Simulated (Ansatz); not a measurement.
A plane-wave DFT run in Ansatz 0.2.0 (scalar-relativistic PAW potentials unless the input names others): input and command.

```yaml
crystal:
  lattice:
    - [0.0, 2.4577269413, 2.4577269413]
    - [2.8263859825, 0.0, 2.4577269413]
    - [2.8263859825, 2.4577269413, 0.0]
  atoms:
    - { symbol: Hf, position: [0.0, 0.0, 0.0] }
    - { symbol: "N", position: [0.75, 0.75, 0.75] }
kpoints:
  mp_grid: { grid: [22, 22, 22] }
hamiltonian:
  xc: lda
scf:
  occupations: { method: gaussian, width: 0.15 }
output:
  forces: true
  eigenvalues: true
  stress: true
```

```bash
ansatz run input.yaml --threads 1 --pin off --max-ram 2560MiB --backend cpu --events-out ev --progress --plain --runs-dir out
```

Abridged log:
```
Pseudopotentials: kind: paw
Pseudopotential: Hf, paw, valence charge 26, recommended cutoff 420 eV (normal)
Pseudopotential: N, paw, valence charge 5, recommended cutoff 420 eV (normal)
Functional definition: SPW92
Crystal: 2 atoms, lattice volume = 34.145 Å³
Basis set: ecut = 420 eV, 665 PW (Γ)
Bands: 20, of which v1, the nominal top of the filled ones, is band 16 counted from 1 (15 counted from 0)
Symmetry: 8 space group operations
Space group: I-4m2 (ITA 119), of the structure as read, at distance tolerance 3.2e-5 Å
k-points: 834 of 10648 (time reversal used)
Initial density: superposition of atomic densities (neutral atoms: chi_scale 0, normalization atom), corrected by the library's trained network
Initial wavefunctions: pseudopotential atomic-orbital guess
Functional: x = slater, c = lda
SCF iter   1: F=—  HF=-15853.099646 eV  |F-HF|=—  |Δ(HF+E_count)|=         —  Δρ=2.01e-2  dr2=1.77e-1  ethr=1.77e-3  ⟨swp⟩=3.9  Hψ=63822  notcnv=0
SCF iter   2: F=—  HF=-15853.063292 eV  |F-HF|=—  |Δ(HF+E_count)|=   3.64e-2  Δρ=4.93e-3  dr2=4.82e-3  ethr=5.70e-4  ⟨swp⟩=1.9  Hψ=25068  notcnv=0  defer=116
SCF iter   3: F=—  HF=-15853.062504 eV  |F-HF|=—  |Δ(HF+E_count)|=   7.88e-4  Δρ=2.84e-3  dr2=1.79e-3  ethr=1.56e-5  ⟨swp⟩=2.0  Hψ=21997  notcnv=0  defer=116
SCF iter   4: F=—  HF=-15853.062269 eV  |F-HF|=—  |Δ(HF+E_count)|=   2.35e-4  Δρ=9.17e-4  dr2=2.27e-4  ethr=5.76e-6  ⟨swp⟩=2.3  Hψ=28421  notcnv=0  defer=116
SCF iter   5: F=—  HF=-15853.062093 eV  |F-HF|=—  |Δ(HF+E_count)|=   1.76e-4  Δρ=2.98e-4  dr2=2.80e-5  ethr=7.33e-7  ⟨swp⟩=2.4  Hψ=30248  notcnv=0  defer=116
SCF iter   6: F=—  HF=-15853.062092 eV  |F-HF|=—  |Δ(HF+E_count)|=   5.08e-7  Δρ=8.42e-5  dr2=3.33e-6  ethr=9.05e-8  ⟨swp⟩=2.9  Hψ=27447  notcnv=0  defer=116
SCF iter   7: F=—  HF=-15853.062092 eV  |F-HF|=—  |Δ(HF+E_count)|=   4.97e-7  Δρ=3.29e-5  dr2=3.73e-7  ethr=1.07e-8  ⟨swp⟩=2.0  Hψ=25968  notcnv=0  defer=116
SCF iter   8: F=-15853.062092 eV  HF=-15853.062092 eV  |F-HF|=1.59e-8  |Δ(HF+E_count)|=   7.83e-8  Δρ=6.11e-6  dr2=1.30e-8  ethr=3.23e-10  ⟨swp⟩=4.9  Hψ=61713  notcnv=0
SCF 1 converged in 8 iterations: F = -15853.062092 eV  dr2 = 1.30e-8
SCF converged after 8 iterations
Free energy (F): -15853.062092 eV
Harris-Foulkes:  -15853.062092 eV  (|F-HF|=1.59e-8)
Internal energy: -15853.051609 eV  (E = F + TS)
E sigma→0 (E₀):  -15853.056850 eV
Entropy (-TS):   -0.010483 eV (-5.242 meV/atom)
Fermi energy:    14.802410 eV
--- Forces (eV/Å), atoms counted from 1 ---
  atom   1  Hf     0.00000000     0.00000000     0.00000000
  atom   2  N      0.00000000     0.00000000     0.00000000
--- Stress (GPa, compression-positive) ---
      -42.310792       0.000000       0.000000
        0.000000     -21.075641       0.000000
        0.000000       0.000000     -21.075641
  P = ⅓ Tr σ = -28.1540 GPa (-281.540 kbar)
```

Apart from outputs and empty bands, the input differs from a reference run on usual settings in hamiltonian.xc: "pbe" → "lda"; basis.ecutwfc: 420 → not typed. The reference, at the same geometry (not necessarily relaxed), gave pressure -20.26 GPa, largest force 0.000 eV/Å, no gap on the mesh. This run converged in 8 SCF iterations (reference: 8) with a total energy on another zero, pressure -28.15 GPa, largest force 0.000 eV/Å, no gap on the mesh.

It took 38 s on 1 thread of Arm Neoverse V2 (shared host), peak memory 0.79 GiB.